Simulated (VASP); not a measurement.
# Pt (Fm-3m) in VASP: RPA correlation energy with PBE

Aim: the RPA correlation energy of Pt with PBE.

All numbers are computed with VASP 6.6.1; they aren't measurements. Logs are shortened: lines on timing, memory, paths and dates and some standing lists are left out, and cuts for length are marked.

### 1 Starting point

It takes space group Fm-3m (No. 225, cubic). Conventional cell: a = 3.917 Å, b = 3.917 Å, c = 3.917 Å, α = 90.00°, β = 90.00°, γ = 90.00°. Around Pt (site symmetry m-3m) lie 12 Pt at 2.77 Å.

### 2 RPA correlation energy, PBE

Input file POSCAR:

```
Pt
1.0
    0.0000000000      1.9583100000      1.9583100000
    1.9583100000      0.0000000000      1.9583100000
    1.9583100000      1.9583100000      0.0000000000
Pt
1
Direct
    0.0000000000      0.0000000000      0.0000000000
```

Input file INCAR.step1:

```
PREC = Accurate
ENCUT = 450
EDIFF = 1E-8
ISMEAR = 0
SIGMA = 0.05
LREAL = F
LASPH = T
NELM = 100
ALGO = Fast
LWAVE = T
LCHARG = F
GGA = PE
```

Input file INCAR.step2:

```
PREC = Accurate
ENCUT = 450
EDIFF = 1E-8
ISMEAR = 0
SIGMA = 0.05
LREAL = F
LASPH = T
NELM = 1
ALGO = EIGENVAL
LWAVE = F
LCHARG = F
GGA = PE
LHFCALC = T
AEXX = 1.0
ALDAC = 0.0
AGGAC = 0.0
ISTART = 1
PRECFOCK = Fast
```

Input file INCAR.step3:

```
PREC = Accurate
ENCUT = 450
EDIFF = 1E-8
ISMEAR = 0
SIGMA = 0.05
LREAL = F
LASPH = T
NELM = 1
ALGO = Exact
LWAVE = T
LCHARG = F
GGA = PE
NBANDS = 334
LOPTICS = T
ISTART = 1
```

Input file INCAR.step4:

```
PREC = Accurate
ENCUT = 450
EDIFF = 1E-8
ISMEAR = 0
SIGMA = 0.05
LREAL = F
LASPH = T
NELM = 100
ALGO = ACFDT
LWAVE = F
LCHARG = F
GGA = PE
NBANDS = 334
ENCUTGW = 250
NOMEGA = 12
ISTART = 1
PRECFOCK = Fast
```

Input file KPOINTS:

```
regular mesh
0
Gamma
  8 8 8
```

Potentials or basis: VASP PAW PBE potentials, release 64 (Pt_GW).

Command:

```bash
cat potpaw_PBE.64/Pt_GW/POTCAR > POTCAR
cp INCAR.step1 INCAR
mpirun -np 1 vasp_std > vasp.out
cp INCAR.step2 INCAR
mpirun -np 1 vasp_std > vasp.out
cp INCAR.step3 INCAR
mpirun -np 1 vasp_std > vasp.out
cp INCAR.step4 INCAR
mpirun -np 1 vasp_std > vasp.out
```

OUTCAR:

```text
PREC = Accurate
   ENCUT = 450
   EDIFF = 1E-8
   ISMEAR = 0
   LREAL = F
   LASPH = T
   NELM = 100
   GGA = PE
   ENCUTGW = 250
   ISTART = 1
   PRECFOCK = Fast

 ion  position               nearest neighbor table
   1  0.000  0.000  0.000-

  LATTYP: Found a face centered cubic cell.
 ALAT       =     3.9166200000

  Lattice vectors:

 A1 = (   0.0000000000,   1.9583100000,   1.9583100000)
 A2 = (   1.9583100000,   0.0000000000,   1.9583100000)
 A3 = (   1.9583100000,   1.9583100000,   0.0000000000)

Analysis of symmetry for initial positions (statically):
=====================================================================
 Subroutine PRICEL returns:
 Original cell was already a primitive cell.

 Routine SETGRP: Setting up the symmetry group for a
 face centered cubic supercell.

 Subroutine GETGRP returns: Found 48 space group operations
 (whereof 48 operations were pure point group operations)
 out of a pool of 48 trial point group operations.

The static configuration has the point symmetry O_h .

Analysis of symmetry for dynamics (positions and initial velocities):
=====================================================================
 Subroutine PRICEL returns:
 Original cell was already a primitive cell.

 Routine SETGRP: Setting up the symmetry group for a
 face centered cubic supercell.

 Subroutine GETGRP returns: Found 48 space group operations
 (whereof 48 operations were pure point group operations)
 out of a pool of 48 trial point group operations.

The dynamic configuration has the point symmetry O_h .

 Subroutine INISYM returns: Found 48 space group operations
 (whereof 48 operations are pure point group operations),
 and found     1 'primitive' translations

----------------------------------------------------------------------------------------

                                     Primitive cell

  volume of cell :      15.0202

  direct lattice vectors                    reciprocal lattice vectors
     0.000000000  1.958310000  1.958310000    -0.255322191  0.255322191  0.255322191
     1.958310000  0.000000000  1.958310000     0.255322191 -0.255322191  0.255322191
     1.958310000  1.958310000  0.000000000     0.255322191  0.255322191 -0.255322191

  length of vectors
     2.769468561  2.769468561  2.769468561     0.442231007  0.442231007  0.442231007

  position of ions in fractional coordinates (direct lattice)
     0.000000000  0.000000000  0.000000000

  ion indices of the primitive-cell ions
   primitive index   ion index
                 1           1

----------------------------------------------------------------------------------------

 KPOINTS: regular mesh

Automatic generation of k-mesh.
 Grid dimensions read from file:
 generate k-points for:    8    8    8

 Generating k-lattice:

  Cartesian coordinates                     Fractional coordinates (reciprocal lattice)
    -0.031915274  0.031915274  0.031915274     0.125000000  0.000000000  0.000000000
     0.031915274 -0.031915274  0.031915274     0.000000000  0.125000000  0.000000000
     0.031915274  0.031915274 -0.031915274     0.000000000  0.000000000  0.125000000

  Length of vectors
     0.055278876  0.055278876  0.055278876

  Shift w.r.t. Gamma in fractional coordinates (k-lattice)
     0.000000000  0.000000000  0.000000000

 Subroutine IBZKPT returns following result:
 ===========================================

 Found     29 irreducible k-points:

 Following reciprocal coordinates:
            Coordinates               Weight
  0.000000  0.000000  0.000000      1.000000
  0.125000  0.000000  0.000000      8.000000
  0.250000  0.000000  0.000000      8.000000
  0.375000  0.000000  0.000000      8.000000
  0.500000  0.000000  0.000000      4.000000
  0.125000  0.125000  0.000000      6.000000
  0.250000  0.125000  0.000000     24.000000
  0.375000  0.125000  0.000000     24.000000
  0.500000  0.125000  0.000000     24.000000
 -0.375000  0.125000  0.000000     24.000000
 -0.250000  0.125000  0.000000     24.000000
 -0.125000  0.125000  0.000000     12.000000
  0.250000  0.250000  0.000000      6.000000
  0.375000  0.250000  0.000000     24.000000
  0.500000  0.250000  0.000000     24.000000
 -0.375000  0.250000  0.000000     24.000000
 -0.250000  0.250000  0.000000     12.000000
  0.375000  0.375000  0.000000      6.000000
  0.500000  0.375000  0.000000     24.000000
 -0.375000  0.375000  0.000000     12.000000
  0.500000  0.500000  0.000000      3.000000
  0.375000  0.250000  0.125000     24.000000
  0.500000  0.250000  0.125000     48.000000
 -0.375000  0.250000  0.125000     24.000000
 [... further k-points ...]
   k-points           NKPTS =     29   k-points in BZ     NKDIM =    512   number of bands    NBANDS=    334
   number of dos      NEDOS =    301   number of ions     NIONS =      1
   total plane-waves  NPLWV =   8000
   dimension x,y,z NGX =    20 NGY =   20 NGZ =   20
   dimension x,y,z NGXF=    40 NGYF=   40 NGZF=   40
   ions per type =               1
   NGX,Y,Z   is equivalent  to a cutoff of  12.01, 12.01, 12.01 a.u.
   NGXF,Y,Z  is equivalent  to a cutoff of  24.01, 24.01, 24.01 a.u.
 SYSTEM =  unknown system
   PREC   = accura    normal or accurate (medium, high low for compatibility)
   ISTART =      1    job   : 0-new  1-cont  2-samecut
   ICHARG =      0    charge: 1-file 2-atom 10-const
   ISPIN  =      1    spin polarized calculation?
   LNONCOLLINEAR =      F non collinear calculations
   LSORBIT =      F    spin-orbit coupling
   LASPH  =      T    aspherical Exc in radial PAW
   ENCUT  =  450.0 eV  33.07 Ry    5.75 a.u.   4.79  4.79  4.79*2*pi/ulx,y,z
   NELM   =    100;   NELMIN=  2; NELMDL=  0     # of ELM steps
   EDIFF  = 0.1E-07   stopping-criterion for ELM
   LREAL  =      F    real-space projection
   EDIFFG = 0.1E-06   stopping-criterion for IOM
   NSW    =      0    number of steps for IOM
   IBRION =     -1    ionic relax: 0-MD 1-quasi-New 2-CG
   NFREE  =      0    steps in history (QN), initial steepest desc. (CG)
   ISIF   =      0    stress and relaxation
   ISYM   =      3    0-nonsym 1-usesym 2-fastsym
   POTIM  = 0.5000    time-step for ionic-motion
   TEBEG  =    0.0;   TEEND  =   0.0 temperature during run
   PSTRESS=    0.0 pullay stress
   NELECT =      10.0000    total number of electrons
   NUPDOWN=      -1.0000    fix difference up-down
   EMIN   =  10.00;   EMAX   =-10.00  energy-range for DOS
   EFERMI =   0.00;   METHOD = LEGACY
   ISMEAR =     0;   SIGMA  =   0.05  broadening in eV -4-tet -1-fermi 0-gaus
   EFERMI_NEDOS =   21; number of points for ismear=-14 and -15
   IALGO  =     38    algorithm
   IMIX   =      4    mixing-type and parameters
     AMIX     =   0.40;   BMIX     =  1.00
     AMIX_MAG =   1.60;   BMIX_MAG =  1.00
  volume/ion in A,a.u.               =      15.02       101.36
  Fermi-wavevector in a.u.,A,eV,Ry     =   1.429497  2.701359 27.803002  2.043463
  Thomas-Fermi vector in A             =   2.549445
   LORBIT       =      0    0 simple, 1 ext, 2 COOP (PROOUT), +10 PAW based schemes
   GGA     = PE    functional components
   LHFCALC =     T    Hartree Fock is set to
   PRECFOCK=fast      Normal, Fast or Accurate (Low or Medium for compatibility)
   ENCUT4O =  -1.0   cutoff for four orbital integrals eV
   NKREDX  =     1    reduce k-point grid by
   NKREDY  =     1    reduce k-point grid by
   NKREDZ  =     1    reduce k-point grid by
   AEXX    =    1.0000 exact exchange contribution
   HFSCREEN=    0.0000 screening length (either q_TF or 0.3 A-1)
   HFSCREENC=   0.0000 screening length for correlation (either q_TF or 0.3 A-1)
   ENCUTFOCK=  -1.0 apply spherical cutoff to Coloumb kernel
   IVDW    =     0    specifies the selected vdW correction
   LEPSILON=     F    determine dielectric tensor
   LRPA    =     F    only Hartree local field effects (RPA)
   LRPAFORCE           =     F    calculate RPA forces
   ENCUTGW             = 250.0    cutoff for response function in eV
   ENCUTGWSOFT         = 200.0    soft cutoff for Coulomb kernel in GW response function in eV
   ENCUTLF             =  -1.0    cutoff for local field effects
   NELMGW              =     1    number of iterations in solving QP/BSE equation
   NELMHF              =     1    number of iterations in the inner HF iteration
   NKREDLFX            =     1    NKREDLFY  =   1   NKREDLFZ  =   1
 non-spin polarized calculation
 Gauss-broadening in eV      SIGMA  =   0.05
  energy-cutoff  :      450.00
  volume of cell :       15.02
 maximum number of plane-waves:       334
  NGX = 12; NGY = 12; NGZ = 12
   NGX =  9   NGY =  9   NGZ =  9
 maximum number of plane-waves:       144

      cutoff energy     smooth cutoff   RPA   correlation   Hartree contr. to MP2
---------------------------------------------------------------------------------
            250.000           200.000      -17.8217241945      -62.9420796786
            238.095           190.476      -17.7729361961      -62.8829416821
            226.757           181.406      -17.7215923737      -62.8204319870
            215.959           172.768      -17.6680856042      -62.7551279154
            205.676           164.541      -17.6125964623      -62.6874699278
            195.882           156.705      -17.5551549269      -62.6177658583
            186.554           149.243      -17.4960653766      -62.5466353024
            177.670           142.136      -17.4350559148      -62.4739196306
  linear regression
  converged value                          -18.3934414176      -63.6349161505
```

Run time: 21 min. Hardware: 1 thread of Intel Xeon 6975P-C (Granite Rapids), shared host; peak memory 1.1 GiB.

Results:

| Item | Value |
| --- | --- |
| Band gap on the k mesh, mean-field level | none (metal or under the smearing width) |
| RPA correlation energy | -18.393 eV/atom |
| RPA total energy per cell | -27.185 eV |
| RPA correlation energy per cell | -18.393 eV |

Caveat: the ground state has no gap, which makes the many-body step unreliable. Spin-orbit coupling is left out, which matters for the levels of Pt.
